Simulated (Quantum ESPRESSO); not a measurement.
# WC (Fm-3m) in Quantum ESPRESSO: a series of runs, part 2 of 3

Quantum ESPRESSO 7.5. The steps go on from the part before.

### Step 3. Phonons, LDA

pw.in reads:

```
&CONTROL
  calculation = 'scf'
  prefix = 'pwscf'
  outdir = './tmp'
  pseudo_dir = './pseudo'
  tprnfor = .true.
  tstress = .true.
  disk_io = 'low'
/
&SYSTEM
  ibrav = 0
  nat = 2
  ntyp = 2
  ecutwfc = 56
  ecutrho = 448
  nbnd = 15
  occupations = 'smearing'
  smearing = 'mv'
  degauss = 0.01999163
/
&ELECTRONS
  conv_thr = 4d-10
  electron_maxstep = 120
  mixing_beta = 0.5
/
ATOMIC_SPECIES
W    183.8400 w_lda_v1.2.uspp.F.UPF
C     12.0110 c_lda_v1.2.uspp.F.UPF
CELL_PARAMETERS angstrom
   0.0000000000    2.1926840000    2.1926840000
   2.1926840000    0.0000000000    2.1926840000
   2.1926840000    2.1926840000    0.0000000000
ATOMIC_POSITIONS crystal
W      0.0000000000    0.0000000000    0.0000000000
C      0.5000000000    0.5000000000    0.5000000000
K_POINTS automatic
10 10 10 0 0 0
```

relax.in reads:

```
&CONTROL
  calculation = 'vc-relax'
  prefix = 'pwscf'
  outdir = './tmp'
  pseudo_dir = './pseudo'
  tprnfor = .true.
  tstress = .true.
  disk_io = 'low'
  nstep = 40
  forc_conv_thr = 0.0001
  etot_conv_thr = 1d-06
/
&SYSTEM
  ibrav = 0
  nat = 2
  ntyp = 2
  ecutwfc = 56
  ecutrho = 448
  nbnd = 15
  occupations = 'smearing'
  smearing = 'mv'
  degauss = 0.01999163
/
&ELECTRONS
  conv_thr = 4d-10
  electron_maxstep = 120
  mixing_beta = 0.5
/
&IONS
  ion_dynamics = 'bfgs'
/
&CELL
  cell_dynamics = 'bfgs'
  press = 0
  press_conv_thr = 0.2
/
ATOMIC_SPECIES
W    183.8400 w_lda_v1.2.uspp.F.UPF
C     12.0110 c_lda_v1.2.uspp.F.UPF
CELL_PARAMETERS angstrom
   0.0000000000    2.1926840000    2.1926840000
   2.1926840000    0.0000000000    2.1926840000
   2.1926840000    2.1926840000    0.0000000000
ATOMIC_POSITIONS crystal
W      0.0000000000    0.0000000000    0.0000000000
C      0.5000000000    0.5000000000    0.5000000000
K_POINTS automatic
10 10 10 0 0 0
```

scf2.in reads:

```
&CONTROL
  calculation = 'scf'
  prefix = 'pwscf'
  outdir = './tmp'
  pseudo_dir = './pseudo'
  tprnfor = .true.
  tstress = .true.
  disk_io = 'low'
/
&SYSTEM
  ibrav = 0
  nat = 2
  ntyp = 2
  ecutwfc = 56
  ecutrho = 448
  nbnd = 15
  occupations = 'smearing'
  smearing = 'mv'
  degauss = 0.01999163
/
&ELECTRONS
  conv_thr = 1d-13
  electron_maxstep = 120
  mixing_beta = 0.5
  startingpot = 'file'
  startingwfc = 'file'
/
ATOMIC_SPECIES
W    183.8400 w_lda_v1.2.uspp.F.UPF
C     12.0110 c_lda_v1.2.uspp.F.UPF
CELL_PARAMETERS angstrom
   0.0000000000    2.1630375726    2.1630375726
   2.1630375726    0.0000000000    2.1630375726
   2.1630375726    2.1630375726    0.0000000000
ATOMIC_POSITIONS crystal
W      0.0000000000    0.0000000000    0.0000000000
C      0.5000000000    0.5000000000    0.5000000000
K_POINTS automatic
10 10 10 0 0 0
```

ph.in reads:

```
phonons of WC
&INPUTPH
  prefix = 'pwscf'
  outdir = './tmp'
  tr2_ph = 1d-18
  fildyn = 'dyn'
  niter_ph = 90
  alpha_mix(1) = 0.4
/
0.0000000000 0.0000000000 0.0000000000
```

dynmat.in reads:

```
&INPUT
  fildyn = 'dyn'
  asr = 'crystal'
  filout = 'dynmat.disp'
  fileig = 'dynmat.eig'
/
```

Potentials or basis: GBRV 1.5 LDA.

Launch:

```
OMP_NUM_THREADS=1 pw.x -in pw.in > pw.out
OMP_NUM_THREADS=1 pw.x -in relax.in > relax.out
OMP_NUM_THREADS=1 pw.x -in scf2.in > scf2.out
OMP_NUM_THREADS=1 ph.x -in ph.in > ph.out
OMP_NUM_THREADS=1 dynmat.x -in dynmat.in > dynmat.out
```

pw.out:

```text
This program is part of the open-source Quantum ESPRESSO suite
     for quantum simulation of materials; please cite
[... 9 lines left out ...]
     --------------------
     sticks:   dense  smooth     PW     G-vecs:    dense   smooth      PW
     Sum        1069     517    163                22899     7991    1459

     Using Slab Decomposition

     bravais-lattice index     =            0
     lattice parameter (alat)  =       5.8599  a.u.
     unit-cell volume          =     142.2836 (a.u.)^3
     number of atoms/cell      =            2
     number of atomic types    =            2
     number of electrons       =        18.00
     number of Kohn-Sham states=           15
     kinetic-energy cutoff     =      56.0000  Ry
     charge density cutoff     =     448.0000  Ry
     scf convergence threshold =      4.0E-10
     mixing beta               =       0.5000
     number of iterations used =            8  plain     mixing
     Exchange-correlation= SLA  PZ   NOGX NOGC
                           (   1   1   0   0   0   0   0)

     celldm(1)=   5.859896  celldm(2)=   0.000000  celldm(3)=   0.000000
     celldm(4)=   0.000000  celldm(5)=   0.000000  celldm(6)=   0.000000

[... 8 lines left out ...]
               b(3) = (  0.707107  0.707107 -0.707107 )

     PseudoPot. # 1 for W  read from file:
     w_lda_v1.2.uspp.F.UPF
     Pseudo is Ultrasoft + core correction, Zval = 14.0
     Generated by new atomic code, or converted to UPF format
     Using radial grid of  923 points,  8 beta functions with:
                l(1) =   0
                l(2) =   0
                l(3) =   0
                l(4) =   1
[... 93 lines left out ...]

     iteration #  1     ecut=    56.00 Ry     beta= 0.50
     Davidson diagonalization with overlap
     ethr =  1.00E-02,  avg # of iterations =  2.8

     negative rho (up, down):  6.101E-02 0.000E+00
[... 76 lines left out ...]
     iteration # 10     ecut=    56.00 Ry     beta= 0.50
     Davidson diagonalization with overlap
     ethr =  8.30E-12,  avg # of iterations =  2.1

     negative rho (up, down):  6.418E-02 0.000E+00

     End of self-consistent calculation

          k = 0.0000 0.0000 0.0000 (   965 PWs)   bands (ev):

   -53.9072 -17.8942 -17.8942 -17.8942   5.8185  18.7172  18.7172  18.7172
    20.4537  20.4537  20.4537  20.4964  20.4964  28.0723  31.2244

          k = 0.0707 0.0707-0.0707 (   980 PWs)   bands (ev):
[... 146 lines left out ...]
   -53.8580 -18.4231 -18.1036 -18.1036   8.0702  15.7196  15.9541  19.0280
    19.0280  22.3064  23.7220  23.7220  26.8636  28.7777  33.2351

          k = 0.2828 0.1414 0.0000 (  1000 PWs)   bands (ev):

   -53.8872 -18.1538 -17.9910 -17.9363   7.4549  14.9973  16.6246  16.8684
    19.1677  21.4111  22.6994  23.4938  26.7489  30.7658  34.3462

          k = 0.3536 0.2121-0.0707 (  1008 PWs)   bands (ev):
[... 71 lines left out ...]
   -53.8580 -18.3143 -18.2155 -18.1091   8.8862  15.4338  15.4745  15.5536
    21.1604  22.6729  23.7304  24.7427  26.4928  32.4256  33.6304

     the Fermi energy is    21.4869 ev

!    total energy              =    -170.73167500 Ry
     estimated scf accuracy    <          1.6E-10 Ry
     smearing contrib. (-TS)   =       0.00006612 Ry
     internal energy E=F+TS    =    -170.73174112 Ry

     The total energy is F=E-TS. E is the sum of the following terms:
     one-electron contribution =     -10.86011039 Ry
     hartree contribution      =      16.83399301 Ry
     xc contribution           =     -44.68899895 Ry
     ewald contribution        =    -132.01662479 Ry

     convergence has been achieved in  10 iterations

     negative rho (up, down):  6.418E-02 0.000E+00

     Forces acting on atoms (cartesian axes, Ry/au):

     atom    1 type  1   force =     0.00000000    0.00000000    0.00000000
     atom    2 type  2   force =    -0.00000000    0.00000000   -0.00000000

     Total force =     0.000000     Total SCF correction =     0.000000

     Computing stress (Cartesian axis) and pressure

     negative rho (up, down):  6.418E-02 0.000E+00
          total   stress  (Ry/bohr**3)                   (kbar)     P=     -151.89
  -0.00103256   0.00000000   0.00000000         -151.89        0.00        0.00
   0.00000000  -0.00103256   0.00000000            0.00     -151.89        0.00
   0.00000000   0.00000000  -0.00103256            0.00        0.00     -151.89

=------------------------------------------------------------------------------=
   JOB DONE.
=------------------------------------------------------------------------------=
```

relax.out:

```text
This program is part of the open-source Quantum ESPRESSO suite
     for quantum simulation of materials; please cite
[... 9 lines left out ...]
     --------------------
     sticks:   dense  smooth     PW     G-vecs:    dense   smooth      PW
     Sum        1069     517    163                22899     7991    1459
[... 2458 lines left out ...]
  -0.00000072   0.00000000  -0.00000000           -0.11        0.00       -0.00
  -0.00000000  -0.00000072  -0.00000000           -0.00       -0.11       -0.00
  -0.00000000  -0.00000000  -0.00000072           -0.00       -0.00       -0.11

=------------------------------------------------------------------------------=
   JOB DONE.
=------------------------------------------------------------------------------=
```

Wall time 4.1 min (1 thread of Arm Neoverse V2, shared host); peak memory 0.21 GiB.

What came out:

| Property | Result |
| --- | --- |
| Free energy | -2322.9639 eV |
| Relaxed volume | 10.12 Å³/atom |
| Relaxed cell | a = 3.059 Å, b = 3.059 Å, c = 3.059 Å, α = 60.00°, β = 60.00°, γ = 60.00° |
| Space group after relaxing (to 0.05 Å) | Fm-3m (No. 225) |
| Pressure after relaxing | 0.0 GPa |
| Band gap on the k mesh | none (metal or under the smearing width) |
| Highest phonon frequency at Γ | 460 cm⁻¹ |

Step by step:
| step | energy change (eV) | largest force (eV/Å) | pressure (GPa) | volume (Å³) |
| --- | --- | --- | --- | --- |
| 1 | 0.0000 | 0.0000 | -15.19 | 21.08 |
| 2 | -0.0037 | 0.0000 | 16.53 | 19.49 |
| 3 | -0.0410 | 0.0000 | -1.01 | 20.29 |
| 4 | -0.0412 | 0.0000 | -0.06 | 20.24 |
| 5 | -0.0412 | 0.0000 | 0.00 | 20.24 |

Final structure:
```cif
data_structure
_symmetry_space_group_name_H-M 'P 1'
_symmetry_Int_Tables_number 1
_cell_length_a 3.0590
_cell_length_b 3.0590
_cell_length_c 3.0590
_cell_angle_alpha 60.000
_cell_angle_beta 60.000
_cell_angle_gamma 60.000
_cell_volume 20.24
loop_
_atom_site_label
_atom_site_type_symbol
_atom_site_fract_x
_atom_site_fract_y
_atom_site_fract_z
_atom_site_occupancy
W1 W 0.00000 0.00000 0.00000 1
C1 C 0.50000 0.50000 0.50000 1
```

Phonon frequencies in cm⁻¹ (negative: imaginary):
| q point | frequencies |
| --- | --- |
| (0.000, 0.000, 0.000) | -6 -6 -6 460 460 460 |

Optical modes at Γ, degenerate ones joined:
| cm⁻¹ | components | symmetry | active in |
| --- | --- | --- | --- |
| 460 | 3 | T1u | IR |

(Part 2 of 3 ends here.)
